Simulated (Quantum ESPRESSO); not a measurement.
# CoO (I4/mmm) in Quantum ESPRESSO: further runs, part 2 of 2

Quantum ESPRESSO 7.5. Earlier steps stand in the parts before.

### Step 4. Single point, LDA, collinear spin, ferromagnetic start, 9.39 Å³/atom

pw.in

```
&CONTROL
  calculation = 'scf'
  prefix = 'pwscf'
  outdir = './tmp'
  pseudo_dir = './pseudo'
  tprnfor = .true.
  tstress = .true.
  disk_io = 'nowf'
/
&SYSTEM
  ibrav = 0
  nat = 2
  ntyp = 2
  ecutwfc = 56
  ecutrho = 448
  nbnd = 21
  occupations = 'smearing'
  smearing = 'fd'
  degauss = 0.00367493
  nspin = 2
  starting_magnetization(1) = 0.1176
  starting_magnetization(2) = 0
/
&ELECTRONS
  conv_thr = 4d-10
  electron_maxstep = 120
  mixing_beta = 0.3
/
ATOMIC_SPECIES
Co    58.9332 co_lda_v1.2.uspp.F.UPF
O     15.9990 o_lda_v1.2.uspp.F.UPF
CELL_PARAMETERS angstrom
  -1.4978788897    1.4978788897    2.0931045106
   1.4978788897   -1.4978788897    2.0931045106
   1.4978788897    1.4978788897   -2.0931045106
ATOMIC_POSITIONS crystal
Co     0.0000000000    0.0000000000    0.0000000000
O      0.5000000000    0.5000000000    0.0000000000
K_POINTS automatic
12 12 12 0 0 0
```

Command:

```
OMP_NUM_THREADS=1 mpirun -n 2 pw.x -nk 2 -in pw.in > pw.out
```

Run time: 1.8 min. Hardware: 2 MPI ranks of Arm Neoverse V1, shared host; peak memory 0.26 GiB.

Results (log left out):

```
Free energy                                           : -4497.3714 eV
Pressure                                              : -14.0 GPa
Band gap on the k mesh                                : none (metal or under the smearing width)
Net moment                                            : 2.90 μB per cell
Absolute moment                                       : 2.91 μB per cell
Site moments                                          : Co +2.44; O +0.35 μB
Valence electrons inside the program's atomic spheres : Co 14.55; O 5.66
```

Caveat: a cell with one magnetic atom can't hold antiferromagnetic order, which such compounds often take; semilocal functionals often make such compounds metallic where correlation or magnetic order opens a gap, which also shifts bond lengths.

### Step 5. Single point, LDA, collinear spin, ferromagnetic start, 9.58 Å³/atom

pw.in: that of step 4 with these lines changed.

```diff
@@ -32,5 +32,5 @@
 CELL_PARAMETERS angstrom
-  -1.4978788897    1.4978788897    2.0931045106
-   1.4978788897   -1.4978788897    2.0931045106
-   1.4978788897    1.4978788897   -2.0931045106
+  -1.5080000000    1.5080000000    2.1072475377
+   1.5080000000   -1.5080000000    2.1072475377
+   1.5080000000    1.5080000000   -2.1072475377
 ATOMIC_POSITIONS crystal
```

Command:

```
OMP_NUM_THREADS=1 mpirun -n 2 pw.x -nk 2 -in pw.in > pw.out
```

Run time: 2.2 min. Hardware: 2 MPI ranks of Arm Neoverse V1, shared host; peak memory 0.28 GiB.

The run converged. Its results:

```yaml
Free_energy: -4497.3350 eV
Pressure: -17.0 GPa
Band_gap_on_the_k_mesh: none (metal or under the smearing width)
Net_moment: 2.95 μB per cell
Absolute_moment: 2.96 μB per cell
Site_moments: Co +2.48; O +0.36 μB
Valence_electrons_inside_the_program's_atomic_spheres: Co 14.57; O 5.68
```

Caveat: a cell with one magnetic atom can't hold antiferromagnetic order, which such compounds often take; semilocal functionals often make such compounds metallic where correlation or magnetic order opens a gap, which also shifts bond lengths.

### Step 6. Single point, LDA, collinear spin, ferromagnetic start, 9.78 Å³/atom

pw.in: that of step 5 with these lines changed.

```diff
@@ -32,5 +32,5 @@
 CELL_PARAMETERS angstrom
-  -1.5080000000    1.5080000000    2.1072475377
-   1.5080000000   -1.5080000000    2.1072475377
-   1.5080000000    1.5080000000   -2.1072475377
+  -1.5179870460    1.5179870460    2.1212032261
+   1.5179870460   -1.5179870460    2.1212032261
+   1.5179870460    1.5179870460   -2.1212032261
 ATOMIC_POSITIONS crystal
```

Potentials or basis: GBRV 1.5 LDA.

Command:

```
OMP_NUM_THREADS=1 mpirun -n 2 pw.x -nk 2 -in pw.in > pw.out
```

Run time: 1.7 min. Hardware: 2 MPI ranks of Arm Neoverse V1, shared host; peak memory 0.28 GiB.

It converged, with:

| Quantity | Value |
| --- | --- |
| Free energy | -4497.2916 eV |
| Pressure | -19.8 GPa |
| Band gap on the k mesh | none (metal or under the smearing width) |
| Net moment | 2.97 μB per cell |
| Absolute moment | 2.99 μB per cell |
| Site moments | Co +2.50; O +0.36 μB |
| Valence electrons inside the program's atomic spheres | Co 14.59; O 5.69 |

Caveat: a cell with one magnetic atom can't hold antiferromagnetic order, which such compounds often take; semilocal functionals often make such compounds metallic where correlation or magnetic order opens a gap, which also shifts bond lengths.

### Step 7. Single point, LDA, collinear spin, ferromagnetic start, 9.97 Å³/atom

pw.in: that of step 6 with these lines changed.

```diff
@@ -32,5 +32,5 @@
 CELL_PARAMETERS angstrom
-  -1.5179870460    1.5179870460    2.1212032261
-   1.5179870460   -1.5179870460    2.1212032261
-   1.5179870460    1.5179870460   -2.1212032261
+  -1.5278443810    1.5278443810    2.1349776590
+   1.5278443810   -1.5278443810    2.1349776590
+   1.5278443810    1.5278443810   -2.1349776590
 ATOMIC_POSITIONS crystal
```

Command:

```
OMP_NUM_THREADS=1 mpirun -n 2 pw.x -nk 2 -in pw.in > pw.out
```

Run time: 95 s. Hardware: 2 MPI ranks of Arm Neoverse V1, shared host; peak memory 0.28 GiB.

The run converged. Its results:

```
Free energy                                           : -4497.2418 eV
Pressure                                              : -22.3 GPa
Band gap on the k mesh                                : none (metal or under the smearing width)
Net moment                                            : 2.99 μB per cell
Absolute moment                                       : 3.01 μB per cell
Site moments                                          : Co +2.51; O +0.37 μB
Valence electrons inside the program's atomic spheres : Co 14.61; O 5.71
```

Caveat: a cell with one magnetic atom can't hold antiferromagnetic order, which such compounds often take; semilocal functionals often make such compounds metallic where correlation or magnetic order opens a gap, which also shifts bond lengths.

### Step 8. Single point, LDA, collinear spin, ferromagnetic start, 10.16 Å³/atom

pw.in: that of step 7 with these lines changed.

```diff
@@ -32,5 +32,5 @@
 CELL_PARAMETERS angstrom
-  -1.5278443810    1.5278443810    2.1349776590
-   1.5278443810   -1.5278443810    2.1349776590
-   1.5278443810    1.5278443810   -2.1349776590
+  -1.5375761362    1.5375761362    2.1485766095
+   1.5375761362   -1.5375761362    2.1485766095
+   1.5375761362    1.5375761362   -2.1485766095
 ATOMIC_POSITIONS crystal
```

Command:

```
OMP_NUM_THREADS=1 mpirun -n 2 pw.x -nk 2 -in pw.in > pw.out
```

Run time: 94 s. Hardware: 2 MPI ranks of Arm Neoverse V1, shared host; peak memory 0.28 GiB.

The run converged. Its results:

```
Free energy                                           : -4497.1861 eV
Pressure                                              : -24.7 GPa
Band gap on the k mesh                                : none (metal or under the smearing width)
Net moment                                            : 2.99 μB per cell
Absolute moment                                       : 3.01 μB per cell
Site moments                                          : Co +2.52; O +0.37 μB
Valence electrons inside the program's atomic spheres : Co 14.63; O 5.72
```

Caveat: a cell with one magnetic atom can't hold antiferromagnetic order, which such compounds often take; semilocal functionals often make such compounds metallic where correlation or magnetic order opens a gap, which also shifts bond lengths.

### Step 9. Equation of state, LDA, collinear spin, ferromagnetic start

Potentials or basis: GBRV 1.5 LDA.

No new run: the results of the series are fitted here.

Results:

- Equilibrium volume: 8.50 Å³/atom (rough: see the caveat)
- Bulk modulus at fixed shape and positions: 130 GPa (rough)

Energy against volume, from the lowest point:
| volume (Å³/atom) | energy (meV/atom) |
| --- | --- |
| 9.009 | 0.00 |
| 9.201 | 11.43 |
| 9.392 | 26.13 |
| 9.584 | 44.36 |
| 9.776 | 66.04 |
| 9.967 | 90.94 |
| 10.159 | 118.80 |

Caveat: the fit is doubtful: noisy points or a state that changes with volume; the minimum lies outside the volumes run; the cell was scaled at fixed shape and fractional positions, which overstates the stiffness of a crystal with free parameters, most of all of layers and chains.
